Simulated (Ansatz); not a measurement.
Bi₂Te₃, DFT, LDA, all-electron LAPW, scalar-relativistic (Ansatz 0.2.0), run on 2 threads of Arm Neoverse V2 on a shared host.

The cell comes from COD entry 9012858, which wasn't checked; take it as a given geometry. The listed cell was then made from it by scaling, straining or moving an atom.

Command: `ansatz run input.yaml --threads 2 --pin off --max-ram 8192MiB --backend cpu --events-out ev --progress --plain --runs-dir out`

```yaml
crystal:
  lattice:
    - [2.2085012539, 1.2750787934, 9.6482699]
    - [-2.2085012539, 1.2750787934, 9.6482699]
    - [0.0, -2.5501575869, 9.6482699]
  atoms:
    - { symbol: Bi, position: [0.812, 0.812, 0.812] }
    - { symbol: Bi, position: [0.402, 0.402, 0.402] }
    - { symbol: Te, position: [0.611, 0.611, 0.611] }
    - { symbol: Te, position: [0.2, 0.2, 0.2] }
    - { symbol: Te, position: [0.0, 0.0, 0.0] }
kpoints:
  mp_grid: { grid: [8, 8, 8] }
  band_path:
    path:
      - [0.0, 0.0, 0.0]
      - [0.5, 0.5, 0.5]
      - [0.8216898239, 0.1783101761, 0.5]
      - [0.5, -0.1783101761, 0.1783101761]
      - [0.5, 0.0, 0.0]
      - [0.0, 0.0, 0.0]
      - [0.339155088, -0.339155088, 0.0]
      - [0.660844912, 0.0, 0.339155088]
      - [0.5, 0.0, 0.5]
    npoints: 5
scf:
  occupations: { method: fermi_dirac, width: 0.08 }
hamiltonian:
  xc: lda
  pseudopotentials: { kind: all_electron, lapw: { basis_error: 0.001 } }
output:
  forces: true
  stress: true
  eigenvalues: true
```

(1) How large is the problem that the program sets up?

(2) Estimate the wall time and the peak memory.

Results:

(1) 65 irreducible k-points, 1163 plane waves at Γ, 88 bands.

(2) 3.3 min of wall time for 8 SCF iterations, with a peak of 1.1 GiB. Times on shared machines scatter by tens of per cent.
